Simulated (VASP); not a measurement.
A VASP 6.6.1 single-point calculation on SiC

INCAR

```
LCHARG = .FALSE.
IBRION = -1
NELM = 90
ISIF = 2
ENCUT = 520
NSW = 0
PREC = Medium
SIGMA = 0.01
LREAL = .FALSE.
METAGGA = RSCAN
EDIFF = 1E-7
LASPH = .FALSE.
LWAVE = .FALSE.
ISMEAR = 0
ALGO = Normal
NBANDS = 11
```

KPOINTS

```
KPOINTS created by Atomic Simulation Environment
0
Gamma
10 10 10
0 0 0
```

POSCAR

```
Si C
 1.0000000000000000
     0.0000000000000000    2.1344913040000000    2.1344913040000000
     2.1344913040000000    0.0000000000000000    2.1344913040000000
     2.1344913040000000    2.1344913040000000    0.0000000000000000
 Si  C
   1   1
Cartesian
  0.0000000000000000  0.0000000000000000  0.0000000000000000
  1.0672456520000000  1.0672456520000000  1.0672456520000000
```

The recommended PBE PAW datasets give the neutral cell 8 valence electrons.

Command

```
mpirun -np 1 vasp_std
```

Question: How does this run end, and what does it give?

Answer: It converged. Results: gap between bands v and c on the k mesh 1.70 eV; least direct gap on the k mesh 5.16 eV; pressure 14.1 GPa. Band v is the last that the valence electrons fill when counted band by band, and c is the next.

OSZICAR

```
N       E                     dE             d eps       ncg     rms          rms(c)
DAV:   1    -0.445063823210E+01   -0.44506E+01   -0.42438E+03  1098   0.638E+02
DAV:   2    -0.241061529636E+02   -0.19656E+02   -0.18460E+02  1324   0.112E+02
DAV:   3    -0.246505492201E+02   -0.54440E+00   -0.54326E+00  1262   0.156E+01
DAV:   4    -0.246523945914E+02   -0.18454E-02   -0.18453E-02  1173   0.116E+00
DAV:   5    -0.246524018827E+02   -0.72913E-05   -0.72912E-05  1258   0.670E-02    0.988E+00
DAV:   6    -0.215434417781E+02    0.31090E+01   -0.52016E+00  1154   0.110E+01    0.540E+00
DAV:   7    -0.215384572026E+02    0.49846E-02   -0.60042E-01  1260   0.443E+00    0.231E+00
DAV:   8    -0.215538094537E+02   -0.15352E-01   -0.20129E-02  1142   0.105E+00    0.244E-01
DAV:   9    -0.215546260851E+02   -0.81663E-03   -0.11423E-03  1322   0.291E-01    0.176E-01
DAV:  10    -0.215546826796E+02   -0.56594E-04   -0.51724E-05  1154   0.584E-02    0.271E-02
DAV:  11    -0.215546832241E+02   -0.54456E-06   -0.30283E-06  1269   0.147E-02    0.967E-03
DAV:  12    -0.215546833792E+02   -0.15505E-06   -0.72653E-08  1104   0.235E-03    0.596E-04
DAV:  13    -0.215546833556E+02    0.23545E-07   -0.88525E-09   724   0.708E-04
   1 F= -.21554683E+02 E0= -.21554683E+02  d E =-.421013E-15
```

For comparison, a separate r²SCAN run of the intended cell, on usual settings and not on those above, gives a gap of 1.68 eV on its mesh and a pressure of 15.3 GPa.
